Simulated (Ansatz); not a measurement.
**Pd: projected DOS by orbital**

```
CELL_PARAMETERS angstrom
2.61292 0.00000 0.00000
0.00000 2.61292 0.00000
0.00000 0.00000 2.61292
ATOMIC_POSITIONS crystal
Pd 0.00000 0.00000 0.00000
```

The structure comes from a relaxation in the same program, started in the sc type, and has space group Pm-3m. Whether it is a known phase or the ground state wasn't checked.

Spin polarisation is left out, and whether a magnetic state lies lower isn't shown here.

Level of theory: DFT, PBE, all-electron LAPW, scalar-relativistic in Ansatz 0.2.0.

Numerical set-up: a Γ-centred 13×13×13 k mesh, Fermi–Dirac smearing of 0.03 eV, basis error target 1 meV/atom, no spin polarisation.

States per eV for one atom of each kind, in 0.4 eV bins named by their centres, from the Fermi level, projected on a minimal set of Löwdin-orthogonalised atomic shells; orbitals are real harmonics on the Cartesian axes, equal curves share a column, and empty bins are left out, as is all above 10.9 eV, near the top of the computed bands.

Pd 4d:

```
# E all dz2=dx2-y2 dxz=dyz=dxy
-5.1 0.02 0.01 0.00
-4.7 0.12 0.03 0.02
-4.3 1.00 0.24 0.17
-3.9 2.73 0.74 0.42
-3.5 3.07 0.78 0.50
-3.1 1.94 0.55 0.28
-2.7 1.82 0.39 0.35
-2.3 1.79 0.38 0.34
-1.9 1.97 0.34 0.43
-1.5 2.29 0.18 0.64
-1.1 1.87 0.21 0.48
-0.7 2.53 0.29 0.65
-0.3 1.90 0.21 0.49
0.1 0.91 0.20 0.17
0.5 0.44 0.19 0.02
0.9 0.36 0.16 0.01
1.3 0.02 0.00 0.01
1.7 0.02 0.00 0.00
2.1 0.01 0.00 0.00
2.5 0.01 0.00 0.00
2.9 0.01 0.00 0.00
3.3 0.01 0.00 0.00
3.7 0.01 0.00 0.00
5.3 0.01 0.00 0.00
5.7 0.01 0.01 0.00
6.1 0.01 0.01 0.00
6.5 0.01 0.00 0.00
6.9 0.01 0.00 0.00
7.3 0.01 0.00 0.00
```
